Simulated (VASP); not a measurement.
Write the native input for VASP 6.6.1 that does the following.

- Task: single point
- Functional: PBE
- Potentials or basis: VASP PAW PBE potentials, release 64 (Na_pv, Cl)
- Cutoff: 520 eV
- k mesh: 6 × 6 × 6
- Occupations: gaussian, width 0.02 eV
- Spin: no spin polarisation
- Dipole correction: no
- Further INCAR settings: ALGO = Normal; EDIFF = 1e-06; NBANDS = 14

The structure of NaCl lies in POSCAR:

```
NaCl
1.0
    3.5021900000      0.0000000000      0.0000000000
    0.0000000000      3.5021900000      0.0000000000
    0.0000000000      0.0000000000      3.5021900000
Na Cl
1 1
Direct
    0.0000000000      0.0000000000      0.0000000000
    0.4891582124      0.5124779067      0.5196762597
```

The cell comes from a database or a generator and needn't be the stable form of this composition.

The cell isn't the ideal one: one atom moved.

These files were run (other wordings do the same):

INCAR

```
SYSTEM = NaCl
PREC = Accurate
ENCUT = 520
EDIFF = 1E-6
ISMEAR = 0
SIGMA = 0.02
LREAL = .FALSE.
LASPH = .TRUE.
NELM = 100
ALGO = Normal
ISIF = 2
LWAVE = .FALSE.
LCHARG = .FALSE.
GGA = PE
NBANDS = 14
```

KPOINTS

```
regular mesh
0
G
  6 6 6
  0 0 0
```

Potentials or basis: VASP PAW PBE potentials, release 64 (Na_pv, Cl).

Run with:

```sh
$ cat potpaw_PBE.64/Na_pv/POTCAR potpaw_PBE.64/Cl/POTCAR > POTCAR
$ mpirun -np 1 vasp_std > vasp.out
```

Results of the run:

```
Pressure               : 0.1 GPa
Largest force          : 0.032 eV/Å
Band gap on the k mesh : 3.98 eV, indirect (least direct gap 4.47 eV)
```

Wall time 22 s on 1 thread of Intel(R) Xeon(R) 6975P-C (Granite Rapids), with other jobs on the host, peak memory 0.18 GiB.
